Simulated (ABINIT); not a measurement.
**CuO (Tenorite) in ABINIT: convergence with cutoff**

Input of the first run (cutoff 18.5 Ha); the others differ in this setting and in those tied to it:

The input run.abi:

```
# Pseudopotentials
pp_dirpath "./"
pseudos "Cu.upf, O.upf"

# Structure
acell 3*1.0
rprim
     4.4254551250    -3.2338883171     0.0000000000
     4.4254551250     3.2338883171     0.0000000000
    -1.6063190351     0.0000000000     9.5579879301
ntypat 2
znucl 29 8
natom 4
typat 1 1 2 2
xred
     0.5000000000     0.0000000000     0.5000000000
     0.0000000000     0.5000000000     0.0000000000
     0.4184000000     0.5816000000     0.7500000000
     0.5816000000     0.4184000000     0.2500000000
chkprim 0
chksymtnons 0
tolsym 1.0e-6

# Plane-wave basis
ecut 18.5

# k points
kptopt 1
ngkpt 5 5 2
nshiftk 1
shiftk 0.0 0.0 0.0

# Exchange and correlation
ixc 11

# Bands and occupations
nband 30
occopt 7
tsmear 0.1 eV

# SCF cycle
nstep 100
tolvrs 1.0e-10

# Output
iomode 3
prtwf 0
prtden 0
prteig 0
prtebands 0
```

Potentials or basis: PseudoDojo NC SR PBE v0.4.1 standard.

The run is started by

```console
$ abinit run.abi > log 2>&1
```

Hardware: 1 thread of Arm Neoverse V1 (shared host).

Problem. The values tried are 18.5 Ha, 23 Ha, 27.5 Ha, 32 Ha, 39 Ha, 46 Ha, 53 Ha, 62 Ha, 73.5 Ha, loosest first. From which on does the energy stay within 1 meV/atom of the tightest run that finished?

Solution. From 46 Ha on.

```
 cutoff  energy less the tightest run, at zero smearing (meV/atom)  largest force (eV/Å)  SCF cycles  CPU time (s)  peak memory (GiB)
18.5 Ha                                                   46552.53                 0.882          13            24               0.06
  23 Ha                                                   15376.09                 0.484          15            35               0.07
27.5 Ha                                                    3993.85                 0.283          13            40               0.07
  32 Ha                                                     775.07                 0.355          13            50               0.08
  39 Ha                                                      26.23                 0.330          13            68               0.09
  46 Ha                                                       0.58                 0.330          13            89                0.1
  53 Ha                                                       0.33                 0.330          14           110               0.11
  62 Ha                                                       0.16                 0.331          14           150               0.14
73.5 Ha                                                       0.00                 0.330          14           210               0.17
```

Against the tightest run, the largest force stays within 0.005 eV/Å from 39 Ha on. The tightest run that finished is the yardstick and may itself not be fully converged.

Caveat, for the tightest run too: the k mesh is coarse (spacing up to 0.62 Å⁻¹), so the values aren't converged; the run has no spin polarisation, though such a crystal can be magnetic.
